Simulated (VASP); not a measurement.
# Br (Cmce) in VASP: further runs

Aim: see how the results for Br move with the level of theory and the settings. Levels: PBE, PBEsol, PBE+D3(BJ), PBE0, LDA. Tasks: relaxation of cell and atoms, single point.

Everything below comes from runs of VASP 6.6.1. Logs are shortened: lines on timing, memory, paths and dates and some standing lists are left out, and cuts for length are marked.

### 1 Starting point

The structure is orthorhombic, space group Cmce (No. 64). The conventional cell has a = 6.726 Å, b = 4.645 Å, c = 8.702 Å, α = 90.00°, β = 90.00°, γ = 90.00°. Br (site symmetry m) has 1 Br at 2.29 Å as nearest neighbours.

### 2 Relaxation of cell and atoms, PBE

Input file INCAR:

```
  ALGO = Fast
  EDIFF = 1E-6
  EDIFFG = -0.01
  ENCUT = 600
  GGA = PE
  IBRION = 2
  ISIF = 3
  ISMEAR = 0
  KPAR = 2
  LASPH = True
  LCHARG = False
  LREAL = False
  LWAVE = False
  NELM = 80
  NSW = 40
  PREC = Accurate
  SIGMA = 0.02
```

Input file KPOINTS:

```
k-points
0
Gamma
  6 6 4
```

Input file POSCAR:

```
Br
1.0
    3.3632500000     -2.3225500000      0.0000000000
    3.3632500000      2.3225500000      0.0000000000
    0.0000000000      0.0000000000      8.7023000000
Br
4
Direct
    0.3651000000      0.6349000000      0.3901000000
    0.1349000000      0.8651000000      0.8901000000
    0.6349000000      0.3651000000      0.6099000000
    0.8651000000      0.1349000000      0.1099000000
```

Potentials or basis: VASP PAW PBE potentials, release 64 (Br).

Started as:

```console
$ cat potpaw_PBE.64/Br/POTCAR > POTCAR
$ mpirun -np 2 vasp_std > vasp.out
```

OUTCAR:

```text
EDIFF = 1E-6
   EDIFFG = -0.01
   ENCUT = 600
   GGA = PE
   IBRION = 2
   ISIF = 3
   ISMEAR = 0
   LASPH = True
   LREAL = False
   NELM = 80
   NSW = 40
   PREC = Accurate

 ion  position               nearest neighbor table
   1  0.365  0.635  0.390-   3 2.29
   2  0.135  0.865  0.890-   4 2.29
   3  0.635  0.365  0.610-   1 2.29
   4  0.865  0.135  0.110-   2 2.29

  LATTYP: Found a base centered orthorhombic cell.
 ALAT       =     4.6451000000
 B/A-ratio  =     1.4480850789
 C/A-ratio  =     1.8734365245

  Lattice vectors:

 A1 = (  -3.3632500000,  -2.3225500000,   0.0000000000)
 A2 = (   3.3632500000,  -2.3225500000,   0.0000000000)
 A3 = (   0.0000000000,   0.0000000000,   8.7023000000)

Analysis of symmetry for initial positions (statically):
=====================================================================
 Subroutine PRICEL returns:
 Original cell was already a primitive cell.

 Routine SETGRP: Setting up the symmetry group for a
 base centered orthorhombic supercell.

 Subroutine GETGRP returns: Found  8 space group operations
 (whereof  4 operations were pure point group operations)
 out of a pool of  8 trial point group operations.

The static configuration has the point symmetry C_2h.
 The point group associated with its full space group is D_2h.

Analysis of symmetry for dynamics (positions and initial velocities):
=====================================================================
 Subroutine PRICEL returns:
 Original cell was already a primitive cell.

 Routine SETGRP: Setting up the symmetry group for a
 base centered orthorhombic supercell.

 Subroutine GETGRP returns: Found  8 space group operations
 (whereof  4 operations were pure point group operations)
 out of a pool of  8 trial point group operations.

The dynamic configuration has the point symmetry C_2h.
 The point group associated with its full space group is D_2h.

 Subroutine INISYM returns: Found  8 space group operations
 (whereof  4 operations are pure point group operations),
 and found     1 'primitive' translations

----------------------------------------------------------------------------------------

                                     Primitive cell

  volume of cell :     135.9528

  direct lattice vectors                    reciprocal lattice vectors
     3.363250000 -2.322550000  0.000000000     0.148665725 -0.215280618  0.000000000
     3.363250000  2.322550000  0.000000000     0.148665725  0.215280618  0.000000000
     0.000000000  0.000000000  8.702300000     0.000000000  0.000000000  0.114912150
[... 111 lines left out ...]
  Thomas-Fermi vector in A             =   2.096619
   LORBIT       =      0    0 simple, 1 ext, 2 COOP (PROOUT), +10 PAW based schemes
   GGA     = PE    functional components
   LHFCALC =     F    Hartree Fock is set to
   AEXX    =    0.0000 exact exchange contribution
   IVDW    =     0    specifies the selected vdW correction
   LEPSILON=     F    determine dielectric tensor
   LRPA    =     F    only Hartree local field effects (RPA)
 conjugate gradient relaxation of ions
 non-spin polarized calculation
 RMM-DIIS sequential band-by-band and
 Gauss-broadening in eV      SIGMA  =   0.02
  energy-cutoff  :      600.00
  volume of cell :      135.95
 maximum number of plane-waves:      4553
 NGX is ok and might be reduce to    36
   NGX = 17   NGY = 17   NGZ = 35

--------------------------------------- Ionic step        1  -------------------------------------------

 number of electron      28.0000004 magnetization

 Free energy of the ion-electron system (eV)
  ---------------------------------------------------
  ext. energy  EPLUGINS =         0.00000000
  ---------------------------------------------------
  free energy    TOTEN  =        -6.37263533 eV

  energy without entropy =       -6.37263533  energy(sigma->0) =       -6.37263533

------------------------ aborting loop because EDIFF is reached ----------------------------------------

  FORCE on cell =-STRESS in cart. coord.  units (eV):
  Direction    XX          YY          ZZ          XY          YZ          ZX
  --------------------------------------------------------------------------------------
  -------------------------------------------------------------------------------------
  Total        1.0325919      1.0958002      2.5794639      0.0000000     -0.0000000      0.0000000
  in kB       12.1688913     12.9137893     30.3984724      0.0000000     -0.0000000      0.0000000
  external PRESSURE =      18.4937177 kB  Pullay stress =       0.0000000 kB
[... 95 lines left out ...]
  FREE ENERGIE OF THE ION-ELECTRON SYSTEM (eV)
  ---------------------------------------------------
  free  energy   TOTEN  =        -6.4297820285 eV

  energy  without entropy=       -6.4297820285  energy(sigma->0) =       -6.42978203

[... ionic steps 4 to 10 ...]

--------------------------------------- Ionic step       11  -------------------------------------------

 number of electron      28.0000000 magnetization

------------------------ aborting loop because EDIFF is reached ----------------------------------------
[... 71 lines left out ...]
--------------------------------------- Ionic step       13  -------------------------------------------

 number of electron      27.9999999 magnetization

 Free energy of the ion-electron system (eV)
  ---------------------------------------------------
  ext. energy  EPLUGINS =         0.00000000
  ---------------------------------------------------
  free energy    TOTEN  =        -6.56686646 eV

  energy without entropy =       -6.56686646  energy(sigma->0) =       -6.56686646

 E-fermi :  -1.0056     XC(G=0):  -7.1528

 val. band max:       -1.1523138421   @ k =   0.0000   0.0000   0.0000
 cond. band min:       0.2145967837   @ k =   0.0000   0.0000   0.0000
 fundamental gap:      1.3669106259
 Fermi energy:        -1.0056343736

 k-point     1 :       0.0000    0.0000    0.0000
  band No.  band energies     occupation
      1     -16.7917      2.00000
      2     -16.2531      2.00000
      3     -14.6448      2.00000
      4     -13.6592      2.00000
      5      -6.0220      2.00000
      6      -4.7717      2.00000
[... 481 lines left out ...]
      5      -5.8826      2.00000
      6      -5.2265      2.00000
[... 10 lines left out ...]
     17       6.7923      0.00000
     18       6.9042      0.00000

 [... further k-points ...]
[... 5 lines left out ...]
  --------------------------------------------------------------------------------------
  -------------------------------------------------------------------------------------
  Total        0.0330593      0.0202989      0.0038119      0.0000000      0.0000000      0.0000000
  in kB        0.3377882      0.2074073      0.0389484      0.0000000      0.0000000      0.0000000
  external PRESSURE =       0.1947146 kB  Pullay stress =       0.0000000 kB
[... 19 lines left out ...]
  FREE ENERGIE OF THE ION-ELECTRON SYSTEM (eV)
  ---------------------------------------------------
  free  energy   TOTEN  =        -6.5668664601 eV

  energy  without entropy=       -6.5668664601  energy(sigma->0) =       -6.56686646

 reached required accuracy - stopping structural energy minimisation
```

CONTCAR:

```text
Br
   1.00000000000000
     4.2174687089895091   -2.1347400977510680    0.0000000000000000
     4.2174687089895091    2.1347400977510680   -0.0000000000000000
     0.0000000000000000    0.0000000000000000    8.7082849954451067
  Br
     4
Direct
     0.3576010311597839    0.6423989688402160    0.3817694644155540
     0.1423989688402162    0.8576010311597840    0.8817694644155541
     0.6423989688402160    0.3576010311597839    0.6182305355844459
     0.8576010311597840    0.1423989688402162    0.1182305355844459

  0.00000000E+00  0.00000000E+00  0.00000000E+00
  0.00000000E+00  0.00000000E+00  0.00000000E+00
  0.00000000E+00  0.00000000E+00  0.00000000E+00
  0.00000000E+00  0.00000000E+00  0.00000000E+00
```

Run time: 4.1 min. Hardware: 2 MPI ranks of Intel Xeon 6975P-C (Granite Rapids), shared host; peak memory 0.33 GiB.

What came out:

```
Free energy                            : -6.5669 eV
Relaxed volume                         : 39.20 Å³/atom
Relaxed cell                           : a = 4.727 Å, b = 4.727 Å, c = 8.708 Å, α = 90.00°, β = 90.00°, γ = 53.69°
Space group after relaxing (to 0.05 Å) : Cmce (No. 64)
Energy gained by relaxing              : 48.6 meV/atom
Ionic steps                            : 13
Pressure after relaxing                : 0.0 GPa
Largest force after relaxing           : 0.007 eV/Å
Band gap on the k mesh                 : 1.37 eV, direct
```

Forces in eV/Å, atoms in the order of the input:
```
Br   0.000 -0.006 -0.004
Br   0.000  0.006 -0.004
Br   0.000  0.006  0.004
Br   0.000 -0.006  0.004
```

The path:
| step | energy change (eV) | largest force (eV/Å) | pressure (GPa) | volume (Å³) |
| --- | --- | --- | --- | --- |
| 1 | 0.0000 | 0.8827 | 1.85 | 135.95 |
| 2 | 0.0060 | 0.6165 | -1.64 | 143.80 |
| 3 | -0.0571 | 0.1000 | -0.03 | 139.56 |
| 4 | -0.0745 | 0.0930 | -0.04 | 140.09 |
| 5 | -0.1182 | 0.0762 | 0.00 | 141.56 |
| 6 | -0.1590 | 0.1073 | 0.45 | 143.96 |
| 7 | -0.1565 | 0.3587 | -0.68 | 149.64 |
| 8 | -0.1651 | 0.1550 | -0.08 | 146.49 |
| 9 | -0.1785 | 0.1206 | -0.11 | 149.41 |
| 10 | -0.1935 | 0.0400 | -0.09 | 155.77 |
| 11 | -0.1941 | 0.0280 | -0.07 | 157.10 |
| 12 | -0.1909 | 0.1442 | 0.40 | 155.44 |
| 13 | -0.1942 | 0.0068 | 0.02 | 156.80 |

Final structure:
```
CELL_PARAMETERS angstrom
4.21747 -2.13474 0.00000
4.21747 2.13474 0.00000
0.00000 0.00000 8.70829
ATOMIC_POSITIONS crystal
Br 0.35760 0.64240 0.38177
Br 0.14240 0.85760 0.88177
Br 0.64240 0.35760 0.61823
Br 0.85760 0.14240 0.11823
```

Caveat: the volume moved by over 15 % at a fixed basis, so the end points are rough; the volume moved by +15 % from the deposited cell, more than functionals usually miss. Zero-point motion and thermal expansion aren't in these numbers.

### 3 Relaxation of cell and atoms, PBEsol

Input file INCAR:

```
SYSTEM = Br
PREC = Accurate
ENCUT = 600
EDIFF = 1E-6
ISMEAR = 0
SIGMA = 0.02
LREAL = .FALSE.
LASPH = .TRUE.
NELM = 60
ALGO = Normal
ISIF = 3
LWAVE = .FALSE.
LCHARG = .FALSE.
GGA = PS
IBRION = 2
NSW = 60
EDIFFG = -0.01
KPAR = 2
```

Input file KPOINTS:

```
Automatic mesh
0
G
  6 6 4
  0 0 0
```

POSCAR is that of step 2.

Potentials or basis: VASP PAW PBE potentials, release 64 (Br).

Started as:

```console
$ cat potpaw_PBE.64/Br/POTCAR > POTCAR
$ mpirun -np 2 vasp_std > vasp.out
```

OUTCAR:

```text
SYSTEM = Br
   PREC = Accurate
   ENCUT = 600
   EDIFF = 1E-6
   ISMEAR = 0
   LREAL = .FALSE.
   LASPH = .TRUE.
   NELM = 60
   ISIF = 3
   GGA = PS
   IBRION = 2
   NSW = 60
   EDIFFG = -0.01

 ion  position               nearest neighbor table
   1  0.365  0.635  0.390-   3 2.29
   2  0.135  0.865  0.890-   4 2.29
   3  0.635  0.365  0.610-   1 2.29
   4  0.865  0.135  0.110-   2 2.29

  LATTYP: Found a base centered orthorhombic cell.
 ALAT       =     4.6451000000
 B/A-ratio  =     1.4480850789
 C/A-ratio  =     1.8734365245

  Lattice vectors:

 A1 = (  -3.3632500000,  -2.3225500000,   0.0000000000)
 A2 = (   3.3632500000,  -2.3225500000,   0.0000000000)
 A3 = (   0.0000000000,   0.0000000000,   8.7023000000)

[... 307 lines left out ...]
      4     -12.7370      2.00000
      5      -5.1167      2.00000
      6      -3.9840      2.00000
[... 493 lines left out ...]
     17       7.4906      0.00000
     18       7.7519      0.00000

 [... further k-points ...]

[... ionic steps 4 to 20 ...]

--------------------------------------- Ionic step       21  -------------------------------------------

 number of electron      28.0000002 magnetization

------------------------ aborting loop because EDIFF is reached ----------------------------------------
[... 71 lines left out ...]
--------------------------------------- Ionic step       23  -------------------------------------------

 number of electron      28.0000002 magnetization

 Free energy of the ion-electron system (eV)
  ---------------------------------------------------
  ext. energy  EPLUGINS =         0.00000000
  ---------------------------------------------------
  free energy    TOTEN  =        -7.39902033 eV

  energy without entropy =       -7.39902033  energy(sigma->0) =       -7.39902033

 E-fermi :   0.6389     XC(G=0):  -8.5072

 val. band max:        0.4860730173   @ k =   0.0000   0.0000   0.0000
 cond. band min:       1.7310388188   @ k =   0.5000   0.5000   0.0000
 fundamental gap:      1.2449658015
 Fermi energy:         0.6388991565

 k-point     1 :       0.0000    0.0000    0.0000
  band No.  band energies     occupation
      1     -15.6353      2.00000
      2     -14.8563      2.00000
      3     -13.5331      2.00000
      4     -12.1067      2.00000
      5      -4.8671      2.00000
      6      -3.1734      2.00000
[... 526 lines left out ...]
  FREE ENERGIE OF THE ION-ELECTRON SYSTEM (eV)
  ---------------------------------------------------
  free  energy   TOTEN  =        -7.3990203324 eV

  energy  without entropy=       -7.3990203324  energy(sigma->0) =       -7.39902033

 reached required accuracy - stopping structural energy minimisation
```

CONTCAR:

```text
Br
   1.00000000000000
     3.5826245274489752   -2.0167004343390604   -0.0000000000000000
     3.5826245274489752    2.0167004343390604    0.0000000000000000
     0.0000000000000000   -0.0000000000000000    8.5225480805997478
  Br
     4
Direct
     0.3457334893343518    0.6542665106656481    0.3798060726918776
     0.1542665106656481    0.8457334893343519    0.8798060726918775
     0.6542665106656481    0.3457334893343518    0.6201939273081225
     0.8457334893343519    0.1542665106656481    0.1201939273081224

  0.00000000E+00  0.00000000E+00  0.00000000E+00
  0.00000000E+00  0.00000000E+00  0.00000000E+00
  0.00000000E+00  0.00000000E+00  0.00000000E+00
  0.00000000E+00  0.00000000E+00  0.00000000E+00
```

It took 7.5 min on 2 MPI ranks of Intel Xeon Platinum 8488C (Sapphire Rapids), shared host; peak memory 0.34 GiB.

What came out:

```yaml
Free_energy: -7.3990 eV
Relaxed_volume: 30.79 Å³/atom
Relaxed_cell: a = 4.111 Å, b = 4.111 Å, c = 8.523 Å, α = 90.00°, β = 90.00°, γ = 58.75°
Space_group_after_relaxing_to_0.05_Å: Cmce (No. 64)
Energy_gained_by_relaxing: 61.0 meV/atom
Ionic_steps: 23
Pressure_after_relaxing: 0.0 GPa
Largest_force_after_relaxing: 0.007 eV/Å
Band_gap_on_the_k_mesh: 1.24 eV, indirect (least direct gap 1.29 eV)
```

Forces in eV/Å, atoms in the order of the input:
```
Br   0.000 -0.002  0.007
Br   0.000  0.002  0.007
Br   0.000  0.002 -0.007
Br   0.000 -0.002 -0.007
```

The path:
```csv
step,energy change (eV),largest force (eV/Å),pressure (GPa),volume (Å³)
1,0.0000,0.7486,0.15,135.95
2,-0.0354,0.1909,-1.83,136.56
3,-0.0404,0.1130,-1.34,136.39
4,-0.1045,0.1010,-1.15,131.91
5,-0.1917,0.2081,0.90,118.88
6,-0.1952,0.1424,0.09,122.37
7,-0.1974,0.1604,0.35,121.11
8,-0.2067,0.2043,-0.08,120.63
9,-0.2068,0.2209,-0.11,120.58
10,-0.2195,0.1938,0.13,119.84
11,-0.2298,0.1298,0.79,118.09
12,-0.2376,0.1214,0.26,119.30
13,-0.2379,0.1281,0.15,119.58
14,-0.2404,0.0680,0.20,119.99
15,-0.2419,0.0395,0.30,120.67
16,-0.2428,0.0406,-0.04,122.02
17,-0.2428,0.0374,-0.03,121.79
18,-0.2428,0.0361,0.01,121.68
19,-0.2432,0.0290,0.03,121.91
20,-0.2440,0.0087,0.05,122.61
21,-0.2440,0.0044,0.06,122.95
22,-0.2440,0.0281,-0.09,123.54
23,-0.2441,0.0070,0.01,123.15
```

Final structure:
```
Br
1.0
     3.58262   -2.01670    0.00000
     3.58262    2.01670    0.00000
     0.00000    0.00000    8.52255
Br
4
Direct
  0.34573 0.65427 0.37981
  0.15427 0.84573 0.87981
  0.65427 0.34573 0.62019
  0.84573 0.15427 0.12019
```

Caveat: the PAW data sets were made with another functional, which shifts forces and pressure a little. As with any semilocal functional, this PBEsol gap is likely too small.

### 4 Relaxation of cell and atoms, PBE+D3(BJ)

Input file INCAR:

```
SYSTEM = Br
PREC = Accurate
ENCUT = 600
EDIFF = 1E-7
ISMEAR = 0
SIGMA = 0.02
LREAL = .False.
LASPH = .True.
NELM = 60
ALGO = Normal
ISIF = 3
LWAVE = .False.
LCHARG = .False.
GGA = PE
IVDW = 12
IBRION = 2
NSW = 60
EDIFFG = -0.01
KPAR = 2
```

Input file KPOINTS:

```
regular mesh
0
Gamma
  6 6 4
  0 0 0
```

POSCAR is that of step 3.

Started as:

```console
$ cat potpaw_PBE.64/Br/POTCAR > POTCAR
$ mpirun -np 2 vasp_std > vasp.out
```

Run time: 7.7 min. Hardware: 2 MPI ranks of Intel Xeon Platinum 8488C (Sapphire Rapids), shared host; peak memory 0.35 GiB.

Results (log left out):

```
Free energy                            : -7.3912 eV
Relaxed volume                         : 31.10 Å³/atom
Relaxed cell                           : a = 4.065 Å, b = 4.065 Å, c = 8.581 Å, α = 90.00°, β = 90.00°, γ = 61.35°
Space group after relaxing (to 0.05 Å) : Cmce (No. 64)
Energy gained by relaxing              : 44.9 meV/atom
Ionic steps                            : 22
Pressure after relaxing                : 0.0 GPa
Largest force after relaxing           : 0.009 eV/Å
Band gap on the k mesh                 : 1.33 eV, indirect (least direct gap 1.37 eV)
Dispersion energy per atom             : -0.232 eV
```

Forces in eV/Å, atoms in the order of the input:
```
Br   0.000 -0.005 -0.008
Br   0.000  0.005 -0.008
Br   0.000  0.005  0.008
Br   0.000 -0.005  0.008
```

Step by step:
```tsv
step	energy change (eV)	largest force (eV/Å)	pressure (GPa)	volume (Å³)
1	0.0000	0.8933	0.68	135.95
2	-0.0131	0.3842	-2.10	138.80
3	-0.0465	0.1520	-0.93	137.43
4	-0.0801	0.1492	-0.79	134.44
5	-0.1484	0.1585	0.09	125.66
6	-0.1496	0.1868	0.80	121.80
7	-0.1522	0.1707	0.44	123.59
8	-0.1551	0.2637	-0.36	123.30
9	-0.1587	0.1322	-0.03	123.43
10	-0.1667	0.1136	0.04	123.16
11	-0.1766	0.0524	0.34	122.30
12	-0.1751	0.1509	-0.48	124.63
13	-0.1784	0.0782	-0.02	123.28
14	-0.1793	0.0266	0.08	123.86
15	-0.1794	0.0101	0.06	123.72
16	-0.1794	0.0197	-0.04	124.14
17	-0.1794	0.0175	-0.03	124.05
18	-0.1795	0.0121	-0.01	124.20
19	-0.1795	0.0123	0.00	124.27
20	-0.1795	0.0179	0.01	124.41
21	-0.1795	0.0145	0.00	124.34
22	-0.1796	0.0093	-0.01	124.40
```

Final structure:
```
Br
1.0
     3.49599   -2.07355    0.00000
     3.49599    2.07355    0.00000
     0.00000    0.00000    8.58051
Br
4
Cartesian
  3.4960 0.6275 3.2692
  3.4960 1.4461 7.5594
  3.4960 -0.6275 5.3113
  3.4960 -1.4461 1.0211
```

Levels at points of the mesh, in eV from the valence-band top:
```tsv
k point	band 10	band 11	band 12	band 13	band 14	band 15	band 16	band 17	band 18
(0.00, 0.00, 0.00)	-1.43	-1.42	-0.61	-0.44	0.00	1.37	2.28	5.94	6.77
(0.50, 0.00, 0.00)	-2.01	-1.49	-1.49	-0.68	-0.68	2.44	2.44	6.85	6.85
(0.50, 0.50, 0.00)	-2.01	-2.01	-1.55	-0.72	-0.24	1.33	2.08	6.75	7.78
(0.00, 0.00, 0.50)	-1.65	-1.12	-1.12	-0.19	-0.19	1.62	1.62	6.58	6.58
(0.50, 0.00, 0.50)	-2.11	-0.84	-0.84	-0.05	-0.05	1.75	1.75	7.26	7.26
(0.50, 0.50, 0.50)	-1.98	-1.28	-1.28	-0.97	-0.97	1.54	1.54	7.88	7.88
```

A k mesh can miss the band edges.

(Part 1 of 2 ends here.)
